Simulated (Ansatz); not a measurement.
This FePt₅ structure is the end of a relaxation. The cell was found from a structure generator's guess, not taken from experiment.

Method: Ansatz 0.2.0, DFT PBE, scalar-relativistic, plane waves, PAW. Cutoff 420 eV, Γ-centred mesh, Gaussian smearing, collinear spin.

```
Fe Pt
1.0
     2.75157    0.00000    0.00000
    -1.37578    2.38293    0.00000
     0.00000    0.00000   13.92890
Fe Pt
1 5
Direct
  0.33333 0.66667 0.50000
  0.66667 0.33333 0.00000
  0.33333 0.66667 0.82751
  0.33333 0.66667 0.17249
  0.66667 0.33333 0.34823
  0.66667 0.33333 0.65177
```

The zero of energy is the elements' standard structures at the same level; no fitted shifts are applied.

(1) What space group does it have?

(2) How far does it lie from the elements in energy?

(3) Is it a metal?

(4) Which magnetic moments does it keep?

## Answers

(1) P-6m2 (No. 187), with Fe and Pt ordered on hcp sites. Conventional cell: a = 2.752 Å, c = 13.929 Å. Fe has 6 Pt at 2.64 Å and 6 Fe at 2.75 Å; Pt on a site of symmetry -6m2 has 12 Pt at 2.75–2.88 Å; Pt on a site of symmetry 3m is surrounded by 12 Pt at 2.75–2.92 Å; Pt on a second site of symmetry 3m has 3 Fe at 2.64 Å, 6 Pt at 2.75 Å and 3 Pt at 2.92 Å.

(2) −0.05 eV/atom. Whether it is stable depends on the other phases of the system, which aren't compared here.

(3) Yes, bands cross the Fermi level on the 18×18×4 mesh.

(4) 0.60 μB per atom net, the space between the atoms included; by site: Fe 3.0; Pt 0.3 (×2) μB.

The last run used collinear spin, an 18×18×4 mesh (in the run's order of axes) for its 6-atom cell and Gaussian smearing of 0.10 eV. These runs have no spin–orbit coupling, which can matter for Pt. Another magnetic order may lie lower. Symmetry constrained the relaxation, so the result can be a saddle point.
